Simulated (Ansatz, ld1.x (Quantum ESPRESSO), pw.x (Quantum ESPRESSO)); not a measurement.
# aluminium (Al): does the ultrasoft potential hold in the solid?

* Element: aluminium (Al)
* Generator: ld1.x (Quantum ESPRESSO) 7.5
* Type: ultrasoft
* Functional: PBE
* Relativity: scalar-relativistic
* Frozen core: [Ne]
* Valence charge: 3
* Reference configuration: 3s2 3p1
* Partial waves: 3s (bound): rcut 1.90, rcutus 2.10 bohr; 3s channel at 3.85 Ry: rcut 1.90, rcutus 2.10 bohr; 3p (bound): rcut 2.25, rcutus 2.45 bohr; 3p channel at 0.65 Ry: rcut 2.25, rcutus 2.45 bohr
* Local potential: all-electron potential smoothed inside 1.60 bohr (lloc = -1)
* Core correction: Bessel-smoothed model core, default radius (core density twice the valence density)
* Augmentation charge: PSQ, inside the norm-conserving radii

Atomic tests: cutoffs needed: 6 Ry and 8 Ry (the cutoffs (Ry, on a coarse ladder) from which the occupation-weighted sum of valence levels, in a spherical-Bessel basis at the reference potential, stays within 10 and 1 mRy of its value at 400 Ry); ghost test: no extra level below or beside the all-electron valence levels (s, p, d, f tested) (spherical-Bessel basis up to 400 Ry, 20 bohr box); largest excitation error: -15 meV (all-electron minus pseudo) for 3s1 3p0, out of 7 test configurations.

Crystal test: diamond Al in pw.x 7.5, no spin, 8³ k-points, Fermi–Dirac smearing 0.01 Ry, cutoffs 40/320 Ry. The reference is all-electron LAPW (Ansatz 0.2.0) with the same functional, mesh and smearing; V0 and B0 come from Birch–Murnaghan fits to the pressures at five volumes. Errors are pseudo minus all-electron; Δ is the rms difference of the E(V) curves that follow from these fits, minima aligned, over ±6 % about the mean V0. Mesh and smearing are coarse, so the numbers serve the comparison and aren't converged zero-temperature values; the lattice is a test structure that the element need not adopt.

All-electron: a0 = 6.051 Å (V0 = 27.69 Å³/atom), B0 = 36.9 GPa.

Task: How far does the potential miss the all-electron equation of state?

Result: mean pressure error (GPa): +0.39; a0 (Å): 6.072; a0 error (%): +0.35; B0 error (%): -0.5; Δ (meV/atom): 2.3.

| V (Å³/atom) | P all-electron (GPa) | P pseudo (GPa) |
| --- | --- | --- |
| 26.322 | 2.08 | 2.55 |
| 27.014 | 0.96 | 1.39 |
| 27.707 | -0.02 | 0.37 |
| 28.400 | -0.88 | -0.53 |
| 29.092 | -1.64 | -1.32 |

Task: At the middle volume, how do free energy and pressure move when the wave cutoff is lowered (ecutrho held at 320 Ry)?

Result:

```json
{"cutoff (Ry)": "18", "shift of F (meV/atom)": "+1.8", "shift of P (GPa)": "-0.01"}
{"cutoff (Ry)": "24", "shift of F (meV/atom)": "+0.8", "shift of P (GPa)": "-0.00"}
{"cutoff (Ry)": "32", "shift of F (meV/atom)": "+0.1", "shift of P (GPa)": "-0.00"}
```

The run at the middle volume (29 k-points, 6 iterations) took about 13 s on one core of a shared host (Intel(R) Xeon(R) Platinum 8259CL CPU @ 2.50GHz, 96 threads, 755 GiB, load 74).
